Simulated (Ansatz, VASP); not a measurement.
**Two plane-wave programs on La2O3**

```
La O
1.0
     3.85475    0.00000    0.00000
    -1.92738    3.33831    0.00000
     0.00000    0.00000    5.60776
La O
2 3
Direct
  0.66667 0.33333 0.76427
  0.33333 0.66667 0.23573
  0.66667 0.33333 0.34616
  0.33333 0.66667 0.65384
  0.00000 0.00000 0.00000
```

Alike in both runs: functional PBE; k mesh 6 × 6 × 4; no spin polarisation.

Ansatz relaxed the structure, and its values are those at the end. VASP's run is a single point on that final structure, the one shown.

```csv
,VASP,Ansatz
version,VASP 6.6.1,Ansatz 0.2.0
potentials or method,"VASP PAW PBE potentials, release 64 (La, O)","plane waves, PAW"
plane-wave cutoff (eV),520,510
occupations,"gaussian, width 0.01 eV",fixed
valence electrons in the cell,40,40
```

Ansatz gave:

* pressure (GPa): 20.0
* rms of the force components (eV/Å): 0.000

Task: Estimate VASP's values.

Result: Pressure (GPa): 19.6; rms of the force components (eV/Å): 0.006.

Caveats: so large a pressure means that the cell lies far from this level's equilibrium, or that cutoff or potentials fall short (VASP). A k mesh can miss the band edges.
